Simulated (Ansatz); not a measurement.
# Phonons of WSe2

Level of theory: DFT, PBEsol, scalar-relativistic, collinear spin; plane waves to 420 eV with PAW datasets (Ansatz 0.2.0), Gaussian smearing of 0.05 eV. The datasets are Ansatz's generated set soft_2.

```
CELL_PARAMETERS angstrom
3.27105 0.00000 0.00000
-1.63553 2.83281 0.00000
0.00000 0.00000 13.21727
ATOMIC_POSITIONS crystal
W 0.33333 0.66667 0.25000
W 0.66667 0.33333 0.75000
Se 0.33333 0.66667 0.62333
Se 0.66667 0.33333 0.12333
Se 0.33333 0.66667 0.87667
Se 0.66667 0.33333 0.37667
```

The chain of runs began from a cell as deposited in COD, expanded in volume.

Moments typed, the run going on from the state of an earlier one (μB, in the order of the atoms): 0.05, 0.05, 0.0, 0.0, 0.0, 0.0.

The moments died out.

Force constants come from finite displacements in a 2×2×1 supercell (the unit cell's 8×8×2 k-mesh, folded to it); the long-range dipole term is not included. Points in reciprocal vectors of this cell: Γ = (0.000, 0.000, 0.000), M = (0.500, 0.000, 0.000), K = (0.333, 0.333, 0.000), A = (0.000, 0.000, 0.500), L = (0.500, 0.000, 0.500), H = (0.333, 0.333, 0.500).

The supercell isn't repeated along every axis, so wave vectors with a part along such an axis can't be had from it and are left out, and thermodynamic sums miss that dispersion.

**Question.** Is the structure dynamically stable along this path, and where does the spectrum end?

**Answer.** Yes: no branch is imaginary beyond numerical noise. The highest frequency is 306 cm⁻¹, at Γ. Points that don't fit the supercell are interpolated. The crystal has a gap, so without the dipole term Γ lacks its LO–TO splitting and the top of the spectrum may be off.

Frequencies at the named points (cm⁻¹, imaginary ones negative):
```tsv
point	ω (cm⁻¹)
Γ	0 0 0 19 19 27 173 173 174 174 245 245 246 246 247 248 305 306
M	97 99 119 123 126 128 190 191 211 215 226 227 240 240 258 258 264 265
K	122 122 125 125 135 136 206 206 206 206 210 210 243 244 252 252 266 266
```

**Question.** What does the harmonic approximation give for the vibrational free energy, entropy and heat capacity?

**Answer.** Zero-point energy 34.8 meV/atom.
```
T (K)  F_vib (meV/atom)  S (J/K per mole of atoms)  C_V (J/K per mole of atoms)
  100              31.2                        9.5                         14.2
  200              14.6                       22.0                         21.2
  300             -13.2                       31.0                         23.1
  400             -49.0                       37.8                         23.9
  500             -91.1                       43.2                         24.3
  600            -138.2                       47.6                         24.5
  700            -189.6                       51.4                         24.6
  800            -244.7                       54.7                         24.7
  900            -302.9                       57.6                         24.7
 1000            -364.0                       60.2                         24.8
```

The highest mode, 306 cm⁻¹, is worth 440 K. At 300 K the heat capacity has reached 93 % of the classical limit 3R = 24.9 J/K per mole of atoms.

Run time: 4.5 min on 4 threads of Arm Neoverse N1, with other jobs on the host, peak memory 4.2 GiB.

 Scalar-relativistic only: spin–orbit splittings of the heavy atoms' levels are missing. The structure is built of weakly bound layers, and this functional has no dispersion term, so their spacing and all that hangs on it (volume, the soft elastic constants, low modes, dielectric constants) are poorly given.
